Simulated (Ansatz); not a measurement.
**S: changes ranked by their effect on the pressure**

```
CELL_PARAMETERS angstrom
0.00000 2.89610 2.89610
2.89610 0.00000 2.89610
2.89610 2.89610 0.00000
ATOMIC_POSITIONS crystal
S 0.00000 0.00000 0.00000
S 0.25000 0.25000 0.25000
```

Atoms are numbered in the order listed.

Conventional cell: a = 5.792 Å, b = 5.792 Å, c = 5.792 Å, α = 90.00°, β = 90.00°, γ = 90.00°. S (atom 1) is surrounded by 4 S at 2.51 Å.

The cell was built from the diamond type and relaxed in the same program, and has space group Fd-3m; it needn't be a known or the stable phase.

Method: DFT, PBE, all-electron LAPW, scalar-relativistic (Ansatz 0.2.0).

Sampling and basis: a Γ-centred 12×12×12 k mesh, Fermi–Dirac smearing of 0.05 eV, basis error target 1 meV/atom, no spin polarisation.

In this reference run the pressure is 0.0 GPa (positive in compression). Each change below is made alone, on the same k mesh, with fractional coordinates held unless an atom is moved; x, y and z are the Cartesian axes.

Order the changes by the shift of the pressure, most negative first.
A. volume scaled by 0.98
B. volume scaled by 1.02
C. functional lda
D. no relativity
E. functional pbesol

C (-3.7 GPa), E (-2.6 GPa), B (-0.8 GPa), D (+0.1 GPa), A (+0.9 GPa).
